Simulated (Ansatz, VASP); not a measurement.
This is a calculation of AlCu3 for Ansatz 0.2.0.

File input.yaml:

```yaml
crystal:
  lattice:
    - [3.588216905, 0.0, 0.0]
    - [0.0, 3.588216905, 0.0]
    - [0.0, 0.0, 3.588216905]
  atoms:
    - { symbol: Cu, position: [0.0, 0.5, 0.5] }
    - { symbol: Cu, position: [0.5, 0.0, 0.5] }
    - { symbol: Cu, position: [0.5, 0.5, 0.0] }
    - { symbol: Al, position: [0.0, 0.0, 0.0] }
hamiltonian:
  xc: pbesol
  pseudopotentials: { kind: paw }
kpoints:
  mp_grid: { grid: [7, 7, 7] }
scf:
  occupations: { method: fermi_dirac, width: 0.05 }
output:
  forces: true
  stress: true
  eigenvalues: true
```

Potentials or basis: Ansatz PAW.

The run is started by

```bash
$ ansatz run input.yaml --threads 1 --pin off --max-ram 3584MiB --backend cpu --events-out ev --progress --plain --runs-dir out
```

Set up the same calculation for VASP 6.6.1. Potentials there: VASP PAW PBE potentials, release 64 (Cu, Al).

As run (the cutoff follows the program's own potentials):

File INCAR:

```
  PREC = Accurate
  ENCUT = 520
  EDIFF = 1E-7
  ISMEAR = -1
  SIGMA = 0.05
  LREAL = F
  LASPH = T
  NELM = 100
  ALGO = Normal
  ISIF = 2
  LWAVE = F
  LCHARG = F
  GGA = PS
  NBANDS = 26
```

Contents of KPOINTS:

```
Automatic mesh
0
Gamma
  7 7 7
```

File POSCAR:

```
AlCu3
1.0
    3.5882169050      0.0000000000      0.0000000000
    0.0000000000      3.5882169050      0.0000000000
    0.0000000000      0.0000000000      3.5882169050
Cu Al
3 1
Direct
    0.0000000000      0.5000000000      0.5000000000
    0.5000000000      0.0000000000      0.5000000000
    0.5000000000      0.5000000000      0.0000000000
    0.0000000000      0.0000000000      0.0000000000
```

Potentials or basis: VASP PAW PBE potentials, release 64 (Cu, Al).

Command:

```bash
$ cat potpaw_PBE.64/Cu/POTCAR potpaw_PBE.64/Al/POTCAR > POTCAR
$ mpirun -np 1 vasp_std > vasp.out
```

Both were run:

|  | VASP | Ansatz | Ansatz less VASP |
| --- | --- | --- | --- |
| gap on the k mesh at the Fermi level (eV) | none | none | - |
| pressure (GPa) | 6.5 | 6.0 | -0.53 |

A gap of «none» marks a metal or a gap that the smearing closes. The two sets of potentials don't hold the same shells in valence.

Caveats: the PAW data sets were made with another functional, which shifts forces and pressure a little (VASP); the PAW data sets come from PBE, with cores solved anew for the run's functional, which leaves a small shift of forces and pressure (Ansatz).
